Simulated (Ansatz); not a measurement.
HfO$_{2}$ under pressure: fit and missing row

HfO$_{2}$, P4_2/mnm, a = 4.838 Å, c = 3.220 Å. This isn't the usual stable structure of the compound. Ansatz: r2SCAN, PAW, 500 eV, Γ-centred 6×6×8 mesh on 6 atoms, Gaussian smearing 0.02 eV; no spin polarisation. Cell and atoms are relaxed at each pressure, and no other structure is tried, so the rows at high pressure may lie past a change of phase.

| V (Å³/atom) | P (GPa) |
| --- | --- |
| ? | 90.00 |
| 10.713 | 50.00 |
| 11.463 | 25.01 |
| 11.973 | 11.97 |
| 12.350 | 3.99 |
| 12.510 | 0.98 |
| 12.564 | 0.00 |
| 12.618 | -0.98 |

Problem. Take V0 = 12.564 Å³/atom, fit the third-order Birch–Murnaghan form to the other rows, and predict the missing volume.

Solution. With the Eulerian strain f = ½[(V0/V)^(2/3) − 1] and y = P/[3f(1 + 2f)^(5/2)], the form is the line y = B0 + 1.5 B0 (B0′ − 4) f. Rows (f, y): 0.05605, 228.0; 0.03152, 227.0; 0.01632, 225.6; 0.00576, 224.4; 0.00144, 225.2; -0.00143, 230.1. Means f = 0.01828, y = 226.72; Σ(Δf)² = 0.002435, ΣΔfΔy = 0.04227; the slope is their ratio. y = 226.4 + 17.36 f GPa, so B0 = 226.4 GPa and B0′ = 4 + 2 × (17.36)/(3 × 226.4) = 4.05. P = 90.00 GPa is met at f = 0.08783 (y = 227.92), so V = V0 (1 + 2f)^(−3/2) = 9.856 Å³/atom. The run gave 9.856 Å³/atom, the same to the digits shown. The form still works here, 78 % of the fitted range beyond its end. With a term in f² added B0′ becomes 3.62, so this figure hangs on the form.

Spin–orbit coupling is left out, which can shift energies with elements as heavy as these.